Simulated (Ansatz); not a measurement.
## Phonons of RbBr (Pm-3m)

```
CELL_PARAMETERS angstrom
4.07009 0.00000 0.00000
0.00000 4.07009 0.00000
0.00000 0.00000 4.07009
ATOMIC_POSITIONS crystal
Rb 0.00000 0.00000 0.00000
Br 0.50000 0.50000 0.50000
```

The conventional cell has a = 4.070 Å, b = 4.070 Å, c = 4.070 Å, α = 90.00°, β = 90.00°, γ = 90.00°. Rb (atom 1) has 8 Br at 3.52 Å as nearest neighbours. Around Br (atom 2) lie 8 Rb at 3.52 Å.

Level of theory, where no other is named: PBEsol, all-electron LAPW in Ansatz 0.2.0, scalar-relativistic. k mesh 6×6×6, fixed occupations, basis error target 1 meV/atom. The cell was relaxed by PAW under this functional, which moved its volume by -4 % from the database entry's. The structure is one entry of a database and needn't be the stable phase.

Atoms are displaced by 0.01 Å in the smallest supercells that hold the wave vectors of a 2×2×2 mesh. Negative values stand for unstable modes. The zone centre has no LO-TO term.

(1) What are the phonon energies at the solved wave vectors, in meV?

(2) Is the structure dynamically stable at these wave vectors?

(3) How do the optical zone-centre modes decompose, and which are active?

(4) How well do frozen-core PAW files reproduce these all-electron values?

(5) The cell is scaled evenly to 66.075 and 68.772 Å³ (from 67.423), with free atoms relaxed and the shape held. What are the mode Grüneisen parameters γ = −d ln ω/d ln V?

(6) Linear response on PAW files adds the field. What are the dielectric tensor, the Born charges and the LO shift?

## Answers

(1) 

```
                q  point                         modes (meV)
0.000 0.000 0.000  Gamma                           9.32 (×3)
0.500 0.000 0.000      X  6.00 (×2), 6.71 (×2), 11.96, 12.13
0.500 0.500 0.000      M   5.52, 5.98, 7.96 (×2), 11.27 (×2)
0.500 0.500 0.500      R               9.00 (×3), 10.15 (×3)
```

(2) Yes, no mode is unstable there; wave vectors off this mesh aren't tested.

(3) Point group m-3m: Γ_opt = T1u.

```csv
label,meV,activity,mostly
T1u,9.32,IR,Br (52 %)
```

(4) With a cutoff of 420 eV and displacements of 0.0025 Å, the r.m.s. difference over the modes is 0.0 cm⁻¹; the largest difference is 90.9 (PAW) against 90.9 cm⁻¹ (LAPW).

(5) For the highest mode, 100.2 cm⁻¹ in the small cell and 95.6 in the large one give γ ≈ 1.17. From the change of the dynamical matrix on each mode:

```csv
point,cm⁻¹,γ
Gamma,75.2,3.13
X,48.4,3.41
X,54.1,3.36
X,96.5,1.44
X,97.8,1.17
M,44.5,3.80
M,48.2,3.95
M,64.2,0.24
M,90.9,2.72
R,72.5,1.88
R,81.9,2.04
```

Weighted by the modes' heat capacities at 300 K, the mean on this mesh is 2.46; it moves with the q mesh, and a coarse one overweights the zone boundary.

(6) ε∞ = (3.00, 3.00, 3.00) along x, y, z with local fields. Born charges (xx, yy, zz): Rb1 (1.24, 1.24, 1.24); Br2 (-1.24, -1.24, -1.24). The highest zone-centre mode lies at 75.2 cm⁻¹ without the macroscopic field and at 121.0 cm⁻¹ with it, for q along x. Lyddane-Sachs-Teller then gives ε₀ = ε∞ (ω_LO/ω_TO)² = 7.79. With the ions free to follow the field, the program's ε₀ is (7.79, 7.79, 7.79).

Known limits: the frozen-core PAW files of the compared runs were fitted under PBE, their cores solved anew for this functional; semilocal gaps are low, and ε∞ tends to come out large.
